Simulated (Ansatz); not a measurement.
**La in Ansatz: the effect of strain**

The system is La.

```
La
1.0
     3.75000    0.00000    0.00000
    -1.87500    3.24760    0.00000
     0.00000    0.00000    5.82720
La
2
Direct
  0.66667 0.33333 0.75000
  0.33333 0.66667 0.25000
```

This isn't the form of La at room conditions, which is double hcp.

Alike in all runs:

- Program: Ansatz 0.2.0
- Task: band structure
- Functional: PBE
- Potentials or basis: Ansatz PAW
- Cutoff: 420 eV (not typed: the program's choice for these potentials)
- k mesh: 7 × 7 × 4
- Occupations: fermi-dirac, width 0.05 eV
- Spin: no spin polarisation
- Kind of strain: uniaxial
- Path: [["G", "M", "K", "G", "A", "L", "H", "A"], ["L", "M"], ["K", "H"]]
- Points for each segment of the path: 14

Question: One run gave: pressure -0.5 GPa. Which strain did it use?
A. -0.02
B. 0.01
C. -0.01
D. 0.04
E. 0

Answer: D.

```tsv
strain	pressure (GPa)
-0.04	1.9
-0.02	1.3
-0.01	1.0
0	0.7
0.01	0.3
0.02	0.1
0.04	-0.5
```
